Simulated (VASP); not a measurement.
# LiCl (Fm-3m) in VASP: a series of runs

One crystal, LiCl, is run at these levels: PBEsol, RPBE, LDA, PBE; tasks: relaxation of cell and atoms.

Everything below comes from runs of VASP 6.6.1. Logs are shortened: lines on timing, memory, paths and dates and some standing lists are left out, and cuts for length are marked.

## Step 1: The structure

The structure is cubic, space group Fm-3m (No. 225). Conventional cell: a = 5.084 Å, b = 5.084 Å, c = 5.084 Å, α = 90.00°, β = 90.00°, γ = 90.00°. Li (site symmetry m-3m) is surrounded by 6 Cl at 2.54 Å. Around Cl (site symmetry m-3m) lie 6 Li at 2.54 Å.

The cell is a database's computed one.

## Step 2: Relaxation of cell and atoms, PBEsol

Contents of INCAR:

```
PREC     = Accurate       # precision mode
ENCUT    = 580            # plane-wave cutoff, eV
EDIFF    = 1E-7           # SCF threshold, eV
ISMEAR   = 0              # smearing method
SIGMA    = 0.02           # smearing width, eV
LREAL    = False          # projectors in reciprocal space
LASPH    = True           # aspherical terms in the spheres
NELM     = 100            # most SCF steps
ALGO     = Normal         # electronic algorithm
ISIF     = 3              # what is computed and relaxed
LWAVE    = False          # write WAVECAR
LCHARG   = False          # write CHGCAR
GGA      = PS             # functional
IBRION   = 2              # ionic algorithm
NSW      = 90             # ionic steps
EDIFFG   = -0.005         # ionic threshold
```

Contents of KPOINTS:

```
regular mesh
0
Gamma
  8 8 8
```

Contents of POSCAR:

```
LiCl
1.0
    0.0000000000      2.5421223400      2.5421223400
    2.5421223400      0.0000000000      2.5421223400
    2.5421223400      2.5421223400      0.0000000000
Li Cl
1 1
Direct
    0.0000000000      0.0000000000      0.0000000000
    0.5000000000      0.5000000000      0.5000000000
```

Potentials or basis: VASP PAW PBE potentials, release 64 (Li, Cl).

On the command line:

```sh
> cat potpaw_PBE.64/Li/POTCAR potpaw_PBE.64/Cl/POTCAR > POTCAR
> mpirun -np 1 vasp_std > vasp.out
```

OUTCAR:

```text
PREC = Accurate
   ENCUT = 580
   EDIFF = 1E-7
   ISMEAR = 0
   LREAL = False
   LASPH = True
   NELM = 100
   ISIF = 3
   GGA = PS
   IBRION = 2
   NSW = 90
   EDIFFG = -0.005

 ion  position               nearest neighbor table
   1  0.000  0.000  0.000-   2 2.54   2 2.54   2 2.54   2 2.54   2 2.54   2 2.54
   2  0.500  0.500  0.500-   1 2.54   1 2.54   1 2.54   1 2.54   1 2.54   1 2.54

  LATTYP: Found a face centered cubic cell.
 ALAT       =     5.0842446800

  Lattice vectors:

 A1 = (   0.0000000000,   2.5421223400,   2.5421223400)
 A2 = (   2.5421223400,   0.0000000000,   2.5421223400)
 A3 = (   2.5421223400,   2.5421223400,   0.0000000000)

Analysis of symmetry for initial positions (statically):
=====================================================================
 Subroutine PRICEL returns:
 Original cell was already a primitive cell.

 Routine SETGRP: Setting up the symmetry group for a
 face centered cubic supercell.

 Subroutine GETGRP returns: Found 48 space group operations
 (whereof 48 operations were pure point group operations)
 out of a pool of 48 trial point group operations.

The static configuration has the point symmetry O_h .

Analysis of symmetry for dynamics (positions and initial velocities):
=====================================================================
 Subroutine PRICEL returns:
 Original cell was already a primitive cell.

 Routine SETGRP: Setting up the symmetry group for a
 face centered cubic supercell.

 Subroutine GETGRP returns: Found 48 space group operations
 (whereof 48 operations were pure point group operations)
 out of a pool of 48 trial point group operations.

The dynamic configuration has the point symmetry O_h .

 Subroutine INISYM returns: Found 48 space group operations
 (whereof 48 operations are pure point group operations),
 and found     1 'primitive' translations

----------------------------------------------------------------------------------------

                                     Primitive cell

  volume of cell :      32.8564

  direct lattice vectors                    reciprocal lattice vectors
     0.000000000  2.542122340  2.542122340    -0.196686049  0.196686049  0.196686049
     2.542122340  0.000000000  2.542122340     0.196686049 -0.196686049  0.196686049
     2.542122340  2.542122340  0.000000000     0.196686049  0.196686049 -0.196686049

  length of vectors
     3.595103890  3.595103890  3.595103890     0.340670231  0.340670231  0.340670231

  position of ions in fractional coordinates (direct lattice)
     0.000000000  0.000000000  0.000000000
     0.500000000  0.500000000  0.500000000

  ion indices of the primitive-cell ions
   primitive index   ion index
                 1           1
                 2           2

----------------------------------------------------------------------------------------

 KPOINTS: regular mesh

Automatic generation of k-mesh.
 Grid dimensions read from file:
 generate k-points for:    8    8    8

 Generating k-lattice:

  Cartesian coordinates                     Fractional coordinates (reciprocal lattice)
    -0.024585756  0.024585756  0.024585756     0.125000000  0.000000000  0.000000000
     0.024585756 -0.024585756  0.024585756     0.000000000  0.125000000  0.000000000
     0.024585756  0.024585756 -0.024585756     0.000000000  0.000000000  0.125000000

  Length of vectors
     0.042583779  0.042583779  0.042583779

  Shift w.r.t. Gamma in fractional coordinates (k-lattice)
     0.000000000  0.000000000  0.000000000

 Subroutine IBZKPT returns following result:
 ===========================================

 Found     29 irreducible k-points:

 Following reciprocal coordinates:
            Coordinates               Weight
  0.000000  0.000000  0.000000      1.000000
  0.125000  0.000000  0.000000      8.000000
  0.250000  0.000000  0.000000      8.000000
  0.375000  0.000000  0.000000      8.000000
  0.500000  0.000000  0.000000      4.000000
  0.125000  0.125000  0.000000      6.000000
[... 16 lines left out ...]
  0.500000  0.250000  0.125000     48.000000
 -0.375000  0.250000  0.125000     24.000000
 [... further k-points ...]
   k-points           NKPTS =     29   k-points in BZ     NKDIM =     29   number of bands    NBANDS=      8
   number of dos      NEDOS =    301   number of ions     NIONS =      2
   total plane-waves  NPLWV =  21952
   dimension x,y,z NGX =    28 NGY =   28 NGZ =   28
   dimension x,y,z NGXF=    56 NGYF=   56 NGZF=   56
   ions per type =               1   1
   NGX,Y,Z   is equivalent  to a cutoff of  12.95, 12.95, 12.95 a.u.
   NGXF,Y,Z  is equivalent  to a cutoff of  25.90, 25.90, 25.90 a.u.
 SYSTEM =  unknown system
   PREC   = accura    normal or accurate (medium, high low for compatibility)
   ISTART =      0    job   : 0-new  1-cont  2-samecut
   ICHARG =      2    charge: 1-file 2-atom 10-const
   ISPIN  =      1    spin polarized calculation?
   LNONCOLLINEAR =      F non collinear calculations
   LSORBIT =      F    spin-orbit coupling
   LASPH  =      T    aspherical Exc in radial PAW
   ENCUT  =  580.0 eV  42.63 Ry    6.53 a.u.   7.06  7.06  7.06*2*pi/ulx,y,z
   NELM   =    100;   NELMIN=  2; NELMDL= -5     # of ELM steps
   EDIFF  = 0.1E-06   stopping-criterion for ELM
   LREAL  =      F    real-space projection
   EDIFFG = -.5E-02   stopping-criterion for IOM
   NSW    =     90    number of steps for IOM
   IBRION =      2    ionic relax: 0-MD 1-quasi-New 2-CG
   NFREE  =      1    steps in history (QN), initial steepest desc. (CG)
   ISIF   =      3    stress and relaxation
   ISYM   =      2    0-nonsym 1-usesym 2-fastsym
   POTIM  = 0.5000    time-step for ionic-motion
   TEBEG  =    0.0;   TEEND  =   0.0 temperature during run
   PSTRESS=    0.0 pullay stress
   NELECT =       8.0000    total number of electrons
   NUPDOWN=      -1.0000    fix difference up-down
   EMIN   =  10.00;   EMAX   =-10.00  energy-range for DOS
   EFERMI =   0.00;   METHOD = LEGACY
   ISMEAR =     0;   SIGMA  =   0.02  broadening in eV -4-tet -1-fermi 0-gaus
   EFERMI_NEDOS =   21; number of points for ismear=-14 and -15
   IALGO  =     38    algorithm
   IMIX   =      4    mixing-type and parameters
     AMIX     =   0.40;   BMIX     =  1.00
     AMIX_MAG =   1.60;   BMIX_MAG =  1.00
  volume/ion in A,a.u.               =      16.43       110.86
  Fermi-wavevector in a.u.,A,eV,Ry     =   1.022269  1.931808 14.218540  1.045033
  Thomas-Fermi vector in A             =   2.155939
   LORBIT       =      0    0 simple, 1 ext, 2 COOP (PROOUT), +10 PAW based schemes
   GGA     = PS    functional components
   LHFCALC =     F    Hartree Fock is set to
   AEXX    =    0.0000 exact exchange contribution
   IVDW    =     0    specifies the selected vdW correction
   LEPSILON=     F    determine dielectric tensor
   LRPA    =     F    only Hartree local field effects (RPA)
 conjugate gradient relaxation of ions
 non-spin polarized calculation
 Gauss-broadening in eV      SIGMA  =   0.02
  energy-cutoff  :      580.00
  volume of cell :       32.86
 maximum number of plane-waves:      1056
   NGX = 15   NGY = 15   NGZ = 15

--------------------------------------- Ionic step        1  -------------------------------------------

 number of electron       8.0000001 magnetization

 Free energy of the ion-electron system (eV)
  ---------------------------------------------------
  ext. energy  EPLUGINS =         0.00000000
  ---------------------------------------------------
  free energy    TOTEN  =        -7.62766763 eV

  energy without entropy =       -7.62766763  energy(sigma->0) =       -7.62766763

------------------------ aborting loop because EDIFF is reached ----------------------------------------

  FORCE on cell =-STRESS in cart. coord.  units (eV):
  Direction    XX          YY          ZZ          XY          YZ          ZX
  --------------------------------------------------------------------------------------
  -------------------------------------------------------------------------------------
  Total       -0.0606421     -0.0606421     -0.0606421      0.0000000     -0.0000000      0.0000000
  in kB       -2.9570963     -2.9570963     -2.9570963      0.0000000     -0.0000000      0.0000000
  external PRESSURE =      -2.9570963 kB  Pullay stress =       0.0000000 kB
[... 57 lines left out ...]
  energy  without entropy=       -7.6278668941  energy(sigma->0) =       -7.62786689

--------------------------------------- Ionic step        3  -------------------------------------------

 number of electron       8.0000000 magnetization

 Free energy of the ion-electron system (eV)
  ---------------------------------------------------
  ext. energy  EPLUGINS =         0.00000000
  ---------------------------------------------------
  free energy    TOTEN  =        -7.62792867 eV

  energy without entropy =       -7.62792867  energy(sigma->0) =       -7.62792867

 E-fermi :   0.7525     XC(G=0):  -8.9113

 val. band max:        0.6538014348   @ k =   0.0000   0.0000   0.0000
 cond. band min:       6.9881357068   @ k =   0.0000   0.0000   0.0000
 fundamental gap:      6.3343342721
 Fermi energy:         0.7524590948

 k-point     1 :       0.0000    0.0000    0.0000
  band No.  band energies     occupation
      1     -12.8733      2.00000
      2       0.6538      2.00000
      3       0.6538      2.00000
      4       0.6538      2.00000
      5       6.9881      0.00000
      6      12.4914      0.00000
      7      12.4914      0.00000
      8      12.4914      0.00000
[... 243 lines left out ...]
 k-point    24 :      -0.3750    0.2500    0.1250
  band No.  band energies     occupation
      1     -12.1069      2.00000
      2      -2.0847      2.00000
      3      -0.7651      2.00000
      4       0.0245      2.00000
      5       8.7721      0.00000
      6       9.9231      0.00000
      7      11.1891      0.00000
      8      12.4918      0.00000

 [... further k-points ...]

------------------------ aborting loop because EDIFF is reached ----------------------------------------

  FORCE on cell =-STRESS in cart. coord.  units (eV):
  Direction    XX          YY          ZZ          XY          YZ          ZX
  --------------------------------------------------------------------------------------
  -------------------------------------------------------------------------------------
  Total       -0.0022476     -0.0022476     -0.0022476      0.0000000     -0.0000000      0.0000000
  in kB       -0.1105040     -0.1105040     -0.1105040      0.0000000     -0.0000000      0.0000000
  external PRESSURE =      -0.1105040 kB  Pullay stress =       0.0000000 kB
[... 17 lines left out ...]
  FREE ENERGIE OF THE ION-ELECTRON SYSTEM (eV)
  ---------------------------------------------------
  free  energy   TOTEN  =        -7.6279286736 eV

  energy  without entropy=       -7.6279286736  energy(sigma->0) =       -7.62792867

 reached required accuracy - stopping structural energy minimisation
```

Wall time 15 s (1 thread of AMD EPYC 7R13 (Zen 3), shared host); peak memory 0.12 GiB.

Results:

- Free energy: -7.6279 eV
- Relaxed volume: 16.29 Å³/atom
- Relaxed cell: a = 3.585 Å, b = 3.585 Å, c = 3.585 Å, α = 60.00°, β = 60.00°, γ = 60.00°
- Space group after relaxing (to 0.05 Å): Fm-3m (No. 225)
- Energy gained by relaxing: 0.1 meV/atom
- Ionic steps: 3
- Pressure after relaxing: 0.0 GPa
- Band gap on the k mesh: 6.33 eV, direct

Step by step:
| step | energy change (eV) | largest force (eV/Å) | pressure (GPa) | volume (Å³) |
| --- | --- | --- | --- | --- |
| 1 | 0.0000 | 0.0000 | -0.30 | 32.86 |
| 2 | -0.0002 | 0.0000 | -0.15 | 32.71 |
| 3 | -0.0003 | 0.0000 | -0.01 | 32.59 |

Final structure:
```xyz
2
Lattice="0.0000 2.5352 2.5352 2.5352 0.0000 2.5352 2.5352 2.5352 0.0000" Properties=species:S:1:pos:R:3 pbc="T T T"
Li    0.0000    0.0000    0.0000
Cl    2.5352    2.5352    2.5352
```

Levels at points of the mesh, in eV from the valence-band top:
```tsv
k point	band 1	band 2	band 3	band 4	band 5	band 6	band 7	band 8
(0.00, 0.00, 0.00)	-13.53	0.00	0.00	0.00	6.33	11.84	11.84	11.84
(0.50, 0.00, 0.00)	-12.89	-3.02	-0.28	-0.28	6.60	9.42	9.42	13.18
(0.50, 0.50, 0.00)	-12.62	-3.12	-1.19	-1.19	7.84	8.03	12.58	14.29
```

Caveat: the PAW data sets were made with another functional, which shifts forces and pressure a little. A k mesh can miss the band edges.

## Step 3: Relaxation of cell and atoms, RPBE

Changes to INCAR since step 2:

```diff
@@ -1,3 +1,3 @@
 PREC     = Accurate       # precision mode
-ENCUT    = 580            # plane-wave cutoff, eV
+ENCUT    = 600            # plane-wave cutoff, eV
 EDIFF    = 1E-7           # SCF threshold, eV
@@ -12,3 +12,3 @@
 LCHARG   = False          # write CHGCAR
-GGA      = PS             # functional
+GGA      = RP             # functional
 IBRION   = 2              # ionic algorithm
```

KPOINTS is that of step 2.

POSCAR is that of step 2.

Potentials or basis: VASP PAW PBE potentials, release 64 (Li_sv, Cl).

On the command line:

```sh
> cat potpaw_PBE.64/Li_sv/POTCAR potpaw_PBE.64/Cl/POTCAR > POTCAR
> mpirun -np 1 vasp_std > vasp.out
```

Run time: 39 s. Hardware: 1 thread of AMD EPYC 7R13 (Zen 3), shared host; peak memory 0.14 GiB.

Results (log left out):

```
Free energy                            : -7.0230 eV
Relaxed volume                         : 18.07 Å³/atom
Relaxed cell                           : a = 3.711 Å, b = 3.711 Å, c = 3.711 Å, α = 60.00°, β = 60.00°, γ = 60.00°
Space group after relaxing (to 0.05 Å) : Fm-3m (No. 225)
Energy gained by relaxing              : 15.0 meV/atom
Ionic steps                            : 4
Pressure after relaxing                : 0.0 GPa
Band gap on the k mesh                 : 6.23 eV, direct
```

Step by step:
```csv
step,energy change (eV),largest force (eV/Å),pressure (GPa),volume (Å³)
1,0.0000,0.0000,3.19,32.86
2,-0.0226,0.0000,1.46,34.44
3,-0.0297,0.0000,-0.25,36.46
4,-0.0300,0.0000,-0.02,36.15
```

Final structure:
```xyz
2
Lattice="0.0000 2.6243 2.6243 2.6243 0.0000 2.6243 2.6243 2.6243 0.0000" Properties=species:S:1:pos:R:3 pbc="T T T"
Li    0.0000    0.0000    0.0000
Cl    2.6243    2.6243    2.6243
```

Levels at points of the mesh, in eV from the valence-band top:
```csv
k point,band 3,band 4,band 5,band 6,band 7,band 8
"(0.00, 0.00, 0.00)",0.00,0.00,0.00,6.23,11.98,11.98
"(0.50, 0.00, 0.00)",-2.49,-0.22,-0.22,6.92,9.62,9.62
"(0.50, 0.50, 0.00)",-2.53,-0.96,-0.96,7.91,8.57,12.11
```

Caveat: the cutoff is under 1.25 times the usual one of these potentials, so pressure, stress and relaxed cells hold a basis-set (Pulay) error; the PAW data sets were made with another functional, which shifts forces and pressure a little. A k mesh can miss the band edges.

## Step 4: Relaxation of cell and atoms, PBEsol

Contents of INCAR:

```
PREC     = Accurate       # precision mode
ENCUT    = 600            # plane-wave cutoff, eV
EDIFF    = 1E-7           # SCF threshold, eV
ISMEAR   = 0              # smearing method
SIGMA    = 0.02           # smearing width, eV
LREAL    = F              # projectors in reciprocal space
LASPH    = T              # aspherical terms in the spheres
NELM     = 60             # most SCF steps
ALGO     = Fast           # electronic algorithm
ISIF     = 3              # what is computed and relaxed
LWAVE    = F              # write WAVECAR
LCHARG   = F              # write CHGCAR
GGA      = PS             # functional
IBRION   = 2              # ionic algorithm
NSW      = 90             # ionic steps
EDIFFG   = -0.005         # ionic threshold
```

KPOINTS is that of step 3.

POSCAR is that of step 3.

Potentials or basis: VASP PAW PBE potentials, release 64 (Li_sv, Cl).

On the command line:

```sh
> cat potpaw_PBE.64/Li_sv/POTCAR potpaw_PBE.64/Cl/POTCAR > POTCAR
> mpirun -np 1 vasp_std > vasp.out
```

OUTCAR:

```text
PREC = Accurate
   ENCUT = 600
   EDIFF = 1E-7
   ISMEAR = 0
   LREAL = F
   LASPH = T
   NELM = 60
   ISIF = 3
   GGA = PS
   IBRION = 2
   NSW = 90
   EDIFFG = -0.005

 ion  position               nearest neighbor table
   1  0.000  0.000  0.000-   2 2.54   2 2.54   2 2.54   2 2.54   2 2.54   2 2.54
   2  0.500  0.500  0.500-   1 2.54   1 2.54   1 2.54   1 2.54   1 2.54   1 2.54

  LATTYP: Found a face centered cubic cell.
 ALAT       =     5.0842446800

  Lattice vectors:

 A1 = (   0.0000000000,   2.5421223400,   2.5421223400)
 A2 = (   2.5421223400,   0.0000000000,   2.5421223400)
 A3 = (   2.5421223400,   2.5421223400,   0.0000000000)

Analysis of symmetry for initial positions (statically):
=====================================================================
 Subroutine PRICEL returns:
[... 268 lines left out ...]
  band No.  band energies     occupation
      1     -41.8953      2.00000
      2     -12.6923      2.00000
      3       0.8511      2.00000
      4       0.8511      2.00000
      5       0.8511      2.00000
      6       7.2261      0.00000
      7      12.6951      0.00000
      8      12.6951      0.00000
      9      12.6951      0.00000
[... 265 lines left out ...]
 k-point    24 :      -0.3750    0.2500    0.1250
  band No.  band energies     occupation
      1     -41.8912      2.00000
      2     -11.9229      2.00000
      3      -1.9118      2.00000
      4      -0.5844      2.00000
      5       0.2157      2.00000
      6       8.9783      0.00000
      7      10.1274      0.00000
      8      11.3904      0.00000
      9      12.7332      0.00000

 [... further k-points ...]

------------------------ aborting loop because EDIFF is reached ----------------------------------------

  FORCE on cell =-STRESS in cart. coord.  units (eV):
  Direction    XX          YY          ZZ          XY          YZ          ZX
  --------------------------------------------------------------------------------------
  -------------------------------------------------------------------------------------
  Total        0.0037803      0.0037803      0.0037803      0.0000000     -0.0000000      0.0000000
  in kB        0.1870307      0.1870307      0.1870307      0.0000000     -0.0000000      0.0000000
  external PRESSURE =       0.1870307 kB  Pullay stress =       0.0000000 kB
[... 17 lines left out ...]
  FREE ENERGIE OF THE ION-ELECTRON SYSTEM (eV)
  ---------------------------------------------------
  free  energy   TOTEN  =        -7.6397300233 eV

  energy  without entropy=       -7.6397300233  energy(sigma->0) =       -7.63973002

 reached required accuracy - stopping structural energy minimisation
```

CONTCAR:

```text
LiCl
   1.00000000000000
     0.0000000000000000    2.5298632572076016    2.5298632572076016
     2.5298632572076016    0.0000000000000000    2.5298632572076016
     2.5298632572076016    2.5298632572076016    0.0000000000000000
  Li              Cl
     1     1
Direct
     0.0000000000000000    0.0000000000000000    0.0000000000000000
     0.5000000000000000    0.5000000000000000    0.5000000000000000

  0.00000000E+00  0.00000000E+00  0.00000000E+00
  0.00000000E+00  0.00000000E+00  0.00000000E+00
```

It took 26 s on 1 thread of AMD EPYC 9R45 (Zen 5), shared host; peak memory 0.13 GiB.

What came out:

```yaml
Free_energy: -7.6397 eV
Relaxed_volume: 16.19 Å³/atom
Relaxed_cell: a = 3.578 Å, b = 3.578 Å, c = 3.578 Å, α = 60.00°, β = 60.00°, γ = 60.00°
Space_group_after_relaxing_to_0.05_Å: Fm-3m (No. 225)
Energy_gained_by_relaxing: 0.3 meV/atom
Ionic_steps: 3
Pressure_after_relaxing: 0.0 GPa
Band_gap_on_the_k_mesh: 6.38 eV, direct
```

The path:
| step | energy change (eV) | largest force (eV/Å) | pressure (GPa) | volume (Å³) |
| --- | --- | --- | --- | --- |
| 1 | 0.0000 | 0.0000 | -0.47 | 32.86 |
| 2 | -0.0005 | 0.0000 | -0.24 | 32.63 |
| 3 | -0.0007 | 0.0000 | 0.02 | 32.38 |

Final structure:
```xyz
2
Lattice="0.0000 2.5299 2.5299 2.5299 0.0000 2.5299 2.5299 2.5299 0.0000" Properties=species:S:1:pos:R:3 pbc="T T T"
Li    0.0000    0.0000    0.0000
Cl    2.5299    2.5299    2.5299
```

Caveat: the cutoff is under 1.25 times the usual one of these potentials, so pressure, stress and relaxed cells hold a basis-set (Pulay) error; the PAW data sets were made with another functional, which shifts forces and pressure a little.

(Continued in part 2 of 2.)
